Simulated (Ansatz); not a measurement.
## B: energy change per atom and pressure against volume scale

All results are calculated (Ansatz 0.2.0). Plane-wave DFT, scalar-relativistic PAW made under PBE with cores redone for the functional, no dispersion; the given relaxed cell is scaled uniformly, energy at zero smearing counts from the unscaled cell, pressure at the given Fermi-Dirac smearing is positive in compression.

The cell before it is scaled or strained (space group P6_3/mmc, No. 194):
```
B
1.0
      1.7150     0.0000     0.0000
     -0.8575     1.4852     0.0000
      0.0000     0.0000     9.1588
B
2
Direct
  0.33333 0.66667 0.25000
  0.66667 0.33333 0.75000
```

Settings of every row: spin polarised no; functional PBE; wave cutoff 420 eV; smearing width 0.1 eV; k mesh 34x34x6.

Atom starting moment: 0 on all atoms.

Limits: the cell comes from a prototype or a list of computed structures and needn't be the stable phase.

| row | volume scale | V (Å³/atom) | energy change per atom (meV) | pressure (GPa) |
| --- | --- | --- | --- | --- |
| 1 | 0.88 | 10.265 | 82.47 | 21.95 |
| 2 | 0.92 | 10.731 | 32.13 | 12.89 |
| 3 | 0.96 | 11.198 | 6.04 | 5.36 |
| 4 | 1.04 | 12.131 | 10.56 | -6.08 |
| 5 | 1.08 | 12.597 | ? | ? |
| 6 | 1.12 | 13.064 | 70.97 | -13.96 |

Question: what energy change per atom and pressure should row 5 give?

Worked fit of energy change per atom. Take u = (V_r/V)^(2/3) − 1 with V_r = 11.198 Å³ an atom, which is twice the finite (Eulerian) strain; such expansions in the strain, on which the Birch-Murnaghan equation of state is built, carry the rest volume and the bulk modulus. The shown rows have u = 0.05971, 0.02881, 0, -0.05195, -0.09765. Least squares give energy change per atom = 5.855 + 545.94 × u + 12401.9 × u² meV; a straight line predicts inner rows, each left out in turn, worse (root mean square 35 against 0.52 meV). The rows lie off it by -0.20, 0.25, 0.18, -0.40, 0.17 (root mean square 0.25 meV). The withheld row has u = -0.07548, so the fit gives 5.855 + 545.94 × (-0.07548) + 12401.9 × (-0.07548)² = 35.30 meV.

The calculation gave 34.96 meV. The fit lies 0.34 meV (0.44 % of the column's range) above it; its largest miss of a shown row is 0.40 meV.

Worked fit of pressure. Take u = (V_r/V)^(2/3) − 1 with V_r = 11.198 Å³ an atom, which is twice the finite (Eulerian) strain; such expansions in the strain, on which the Birch-Murnaghan equation of state is built, carry the rest volume and the bulk modulus. The shown rows have u = 0.05971, 0.02881, 0, -0.05195, -0.09765. Least squares give pressure = 5.37 + 247.22 × u + 505.8 × u² GPa; a straight line predicts inner rows, each left out in turn, worse (root mean square 1.4 against 0.037 GPa). The rows lie off it by 0.02, -0.02, -0.01, 0.03, -0.01. The pressure vanishes at u = -0.0228, or V = 11.59 Å³ an atom, and there the bulk modulus at fixed shape and fractions is B = −V dP/dV = (2/3)(1 + u) dP/du = 146 GPa. Letting shape and atoms relax would as a rule lower it, by much in layered, chain or molecular crystals. The withheld row has u = -0.07548, so the fit gives 5.37 + 247.22 × (-0.07548) + 505.8 × (-0.07548)² = -10.41 GPa.

The calculation gave -10.39 GPa. The fit lies 0.02 GPa (0.056 % of the column's range) below it; its largest miss of a shown row is 0.03 GPa.
